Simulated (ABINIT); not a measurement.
P:

```
CELL_PARAMETERS angstrom
1.64774 -5.46504 0.00000
1.64774 5.46504 0.00000
0.00000 0.00000 4.54364
ATOMIC_POSITIONS crystal
P 0.90414 0.09586 0.58882
P 0.09586 0.90414 0.41118
P 0.59586 0.40414 0.08882
P 0.40414 0.59586 0.91118
```

Base run:

```yaml
Program: ABINIT 10.8.3 (patched build)
Functional: PBE
Potentials_or_basis: PseudoDojo NC SR PBE v0.4.1 standard
Cutoff: 435 eV
k_mesh: 6 × 6 × 4
Occupations: fermi-dirac, width 0.05 eV
Spin: no spin polarisation
```

Its results: band gap on the k mesh 0.09 eV, direct; pressure 2.0 GPa; largest force 0.362 eV/Å.

Q: After a change of settings the same cell gave: band gap on the k mesh 0.15 eV, direct; pressure 3.0 GPa; largest force 0.322 eV/Å. Which change was it?
A. functional from PBE to PBEsol; potentials or basis from PseudoDojo NC SR PBE v0.4.1 standard to JTH PAW PBE v2.0; cutoff from 435 eV to 408 eV
B. functional from PBE to revPBE; cutoff from 435 eV to 599 eV
C. functional from PBE to LDA; potentials or basis from PseudoDojo NC SR PBE v0.4.1 standard to PseudoDojo NC SR LDA v0.4.1 standard; cutoff from 435 eV to 653 eV
D. potentials or basis from PseudoDojo NC SR PBE v0.4.1 standard to JTH PAW PBE v2.0; cutoff from 435 eV to 408 eV

A: B.

revPBE binds less tightly than PBE, so the same cell stands under more pressure.

Caveats: the potentials were made for another functional, which shifts forces and pressure (some runs).

Not every run made on this cell is shown here.
